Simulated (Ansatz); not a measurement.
The system is Re.

```
CELL_PARAMETERS angstrom
2.76639 0.00000 0.00000
-1.38319 2.39576 0.00000
0.00000 0.00000 8.93885
ATOMIC_POSITIONS crystal
Re 0.66667 0.33333 0.75000
Re 0.00000 0.00000 0.50000
Re 0.33333 0.66667 0.25000
Re 0.00000 0.00000 0.00000
```

```yaml
Program: Ansatz 0.2.0
Task: relaxation of cell and atoms
Functional: RPBE
Potentials_or_basis: Ansatz PAW
Cutoff: "420 eV (not typed: the program's choice for these potentials)"
k_mesh: 8 × 8 × 3
Occupations: fermi-dirac, width 0.05 eV
Spin: no spin polarisation
```

At the start: volume 14.81 Å³/atom.

Q: How do energy, volume and symmetry change on relaxing?

A: It ends after 4 steps and the volume is 15.12 Å³/atom (+2.1 %); space group P6_3/mmc (No. 194, to 0.05 Å).

The path:
```csv
step,energy change (eV),largest force (eV/Å),volume (Å³)
1,0.0000,0.0000,59.24
2,-0.0264,0.0000,60.58
3,-0.0268,0.0000,60.47
4,-0.0283,0.0000,60.47
```

Final structure:
```cif
data_structure
_symmetry_space_group_name_H-M 'P 1'
_symmetry_Int_Tables_number 1
_cell_length_a 2.7862
_cell_length_b 2.7862
_cell_length_c 8.9942
_cell_angle_alpha 90.000
_cell_angle_beta 90.000
_cell_angle_gamma 120.000
_cell_volume 60.47
loop_
_atom_site_label
_atom_site_type_symbol
_atom_site_fract_x
_atom_site_fract_y
_atom_site_fract_z
_atom_site_occupancy
Re1 Re 0.66667 0.33333 0.75000 1
Re2 Re 0.00000 0.00000 0.50000 1
Re3 Re 0.33333 0.66667 0.25000 1
Re4 Re 0.00000 0.00000 0.00000 1
```

Caveat: the plane-wave basis is chosen anew once the cell has moved, so the energies of steps on either side of that aren't comparable; the PAW data sets come from PBE, with cores solved anew for the run's functional, which leaves a small shift of forces and pressure.
